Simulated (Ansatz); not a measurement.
**Sb: from a trial structure to a relaxed crystal**

All numbers below come from DFT PBE, scalar-relativistic, plane waves, PAW in Ansatz. Cutoff 420 eV, Γ-centred k mesh, Gaussian smearing, no spin polarisation in the final step.

Sb was placed on the diamond structure type (Fd-3m, No. 227), at a guessed volume.

```xyz
2
Lattice="0.0000 3.2448 3.2448 3.2448 0.0000 3.2448 3.2448 3.2448 0.0000" Properties=species:S:1:pos:R:3 pbc="T T T"
Sb    3.2448    3.2448    3.2448
Sb    4.8672    4.8672    4.8672
```

Cell and atoms relax at zero pressure; the relaxation can't lower the symmetry of the start. After a coarse first stage the cell is made exact in the group found at 0.06 Å.

Energies count from the standard state of Sb at the same level.

Question: Which crystal results?

Answer: It keeps Fd-3m (No. 227). The result has the diamond structure. Conventional cell: a = 6.989 Å. Around Sb lie 4 Sb at 3.03 Å.

```cif
data_structure
_symmetry_space_group_name_H-M 'Fd-3m:1'
_symmetry_Int_Tables_number 227
_cell_length_a 6.9894
_cell_length_b 6.9894
_cell_length_c 6.9894
_cell_angle_alpha 90.000
_cell_angle_beta 90.000
_cell_angle_gamma 90.000
_cell_volume 341.44
loop_
_atom_site_label
_atom_site_type_symbol
_atom_site_symmetry_multiplicity
_atom_site_Wyckoff_symbol
_atom_site_fract_x
_atom_site_fract_y
_atom_site_fract_z
_atom_site_occupancy
Sb1 Sb 8 a 0.50000 0.00000 0.50000 1
```

Question: What are its volume, energy, density and gap?

Answer: The volume per atom is 42.68 Å³ and the density is 4.74 g/cm³. The energy over the standard structure is 0.30 eV/atom and the gap on the 14×14×14 mesh is 0 eV (a metal).

The final run used a 14×14×14 mesh on its 2-atom cell and 0.10 eV smearing. The k mesh leaves about 4 meV/atom of noise in metals. Spin–orbit coupling is left out. A structure relaxed within its symmetry needn't be a true minimum. The steps took of the order of 17 core-seconds in all.